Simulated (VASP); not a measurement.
Input of a VASP 6.6.1 run:

The input INCAR:

```
ALGO = Normal
EDIFF = 1E-7
EDIFFG = -0.01
ENCUT = 300
GGA = PE
IBRION = 2
ISIF = 2
ISMEAR = 0
LASPH = True
LCHARG = False
LREAL = False
LWAVE = False
NELM = 80
NSW = 40
PREC = Accurate
SIGMA = 0.03
```

KPOINTS

```
k-points
0
Gamma
  5 5 5
```

File POSCAR:

```
BAs                                     
1.0
    0.0000000000      2.4243625633      2.4243625633
    2.4243625633      0.0000000000      2.4243625633
    2.4243625633      2.4243625633      0.0000000000
  B               As            
     1     1
Direct
     0.0000000000000000    0.0000000000000000    0.0000000000000000
     0.2500000000000000    0.2500000000000000    0.2500000000000000
```

Potentials or basis: VASP PAW PBE potentials, release 64 (B_s, As).

The run is started by

```sh
$ cat potpaw_PBE.64/B_s/POTCAR potpaw_PBE.64/As/POTCAR > POTCAR
$ mpirun -np 1 vasp_std > vasp.out
```

(1) Estimate the band gap on the k mesh.

Results:

(1) 1.22 eV, indirect (least direct gap 3.22 eV).

Caveat: the k mesh is coarse (spacing up to 0.45 Å⁻¹), so the values aren't converged; the relaxation stopped at its first step, so nothing moved; an odd mesh through Γ misses points on the zone boundary, where band edges often lie.
